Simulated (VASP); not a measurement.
PbSe (Clausthalite): phonons with PBEsol

The system is PbSe (Clausthalite).

```xyz
2
Lattice="0.0000 3.0606 3.0606 3.0606 0.0000 3.0606 3.0606 3.0606 0.0000" Properties=species:S:1:pos:R:3 pbc="T T T"
Pb    0.0000    0.0000    0.0000
Se    3.0606    3.0606    3.0606
```

```
Program                : VASP 6.6.1
Task                   : phonons
Functional             : PBEsol
Potentials or basis    : VASP PAW PBE potentials, release 64 (Pb_d, Se)
Cutoff                 : 600 eV
k mesh                 : 6 × 6 × 6
Occupations            : fermi-dirac, width 0.05 eV
Spin                   : no spin polarisation
Further INCAR settings : ALGO = Fast; EDIFF = 1e-08; IBRION = 8; NSW = 1
```

| Item | Value |
| --- | --- |
| Relaxed volume | 28.37 Å³/atom |
| Relaxed cell | a = 4.313 Å, b = 4.313 Å, c = 4.313 Å, α = 60.00°, β = 60.00°, γ = 60.00° |
| Space group after relaxing (to 0.05 Å) | Fm-3m (No. 225) |
| Highest phonon frequency at Γ, LO-TO splitting left out | 23 cm⁻¹ |

Step by step:
```
step  energy change (eV)  largest force (eV/Å)  pressure (GPa)  volume (Å³)
   1              0.0000                0.0000           -0.54        57.34
   2             -0.0009                0.0000            0.19        56.55
   3             -0.0010                0.0000            0.00        56.75
```

Final structure:
```cif
data_structure
_symmetry_space_group_name_H-M 'P 1'
_symmetry_Int_Tables_number 1
_cell_length_a 4.3134
_cell_length_b 4.3134
_cell_length_c 4.3134
_cell_angle_alpha 60.000
_cell_angle_beta 60.000
_cell_angle_gamma 60.000
_cell_volume 56.75
loop_
_atom_site_label
_atom_site_type_symbol
_atom_site_fract_x
_atom_site_fract_y
_atom_site_fract_z
_atom_site_occupancy
Pb1 Pb 0.00000 0.00000 0.00000 1
Se1 Se 0.50000 0.50000 0.50000 1
```

Phonon frequencies in cm⁻¹ (negative: imaginary):
```tsv
q point	frequencies
(0.000, 0.000, 0.000)	0 0 0 23 23 23
```

Wall time 2.2 min on 1 thread of Intel(R) Xeon(R) Platinum 8488C (Sapphire Rapids), on a shared host, peak memory 0.28 GiB.

Caveat: the PAW data sets were made with another functional, which shifts forces and pressure a little. The run has no spin-orbit coupling, so splittings on Pb are missing.
